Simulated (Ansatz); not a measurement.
# Te2Mo: the cost of one run

Method: DFT LDA, scalar-relativistic, plane waves, PAW, in Ansatz 0.2.0.

1 further run of the same task is left out (set aside as unsound or not needed). Runs told in other sessions of the task aren't counted.

**1. The system as given**

Symmetry: P2_1/m, No. 11, monoclinic system. Conventional cell: a = 6.277 Å, b = 3.350 Å, c = 36.138 Å, α = 90.00°, β = 90.01°, γ = 90.00°. Te (site symmetry m) has 3 Mo at 2.66 to 2.68 Å in its first shell of neighbours. Te (site symmetry m) has 3 Mo at 2.77 to 2.79 Å in its first shell of neighbours. Mo (site symmetry m) is surrounded by 6 Te at 2.66 to 2.79 Å and 2 Mo at 2.84 Å.

Structure file:

```
Te Mo
1.0
     6.27723    0.00000    0.00700
     0.00000    3.34966    0.00000
    -0.04477    0.00000   36.13790
Te Mo
4 2
Direct
  0.07733 0.75000 0.44342
  0.92267 0.25000 0.55658
  0.56766 0.25000 0.45920
  0.43234 0.75000 0.54080
  0.81752 0.75000 0.50232
  0.18248 0.25000 0.49768
```

It goes back to an entry of the Materials Project.

It is the result of an earlier relaxation at this level (volume 126.64 Å³/atom; gap on the mesh: none (metal)).

**2. Volume × 0.97**

input.yaml reads:

```yaml
crystal:
  lattice:
    - [6.2138176507, 0.0, 0.0069336536]
    - [0.0, 3.3158183082, 0.0]
    - [-0.0443204276, 0.0, 35.7728473441]
  atoms:
    - { symbol: Te, position: [0.0773274767, 0.75, 0.4434185326] }
    - { symbol: Te, position: [0.9226725233, 0.25, 0.5565814674] }
    - { symbol: Te, position: [0.5676567673, 0.25, 0.4592022595] }
    - { symbol: Te, position: [0.4323432327, 0.75, 0.5407977405] }
    - { symbol: Mo, position: [0.8175152434, 0.75, 0.5023229157] }
    - { symbol: Mo, position: [0.1824847566, 0.25, 0.4976770843] }
basis:
  ecutwfc: 420
kpoints:
  mp_grid: { grid: [6, 10, 1] }
hamiltonian:
  xc: lda
scf:
  occupations: { method: gaussian, width: 0.1 }
output:
  forces: true
  stress: true
  eigenvalues: true
relax:
  adjacent_minimum: "off"
  f_tol: 0.01
  max_steps: 30
  cell: { stress_tol: 0.1, fix: [volume] }
```

Launch:

```console
ansatz run input.yaml --threads 2 --pin off --max-ram 5120MiB --backend cpu --events-out ev --progress --plain --runs-dir out
```

Q: Estimate wall time and peak memory on 2 threads of Oxide Virtual Turin-like (Zen 5), shared host.

About 4 min, with a peak of 1.3 GiB.
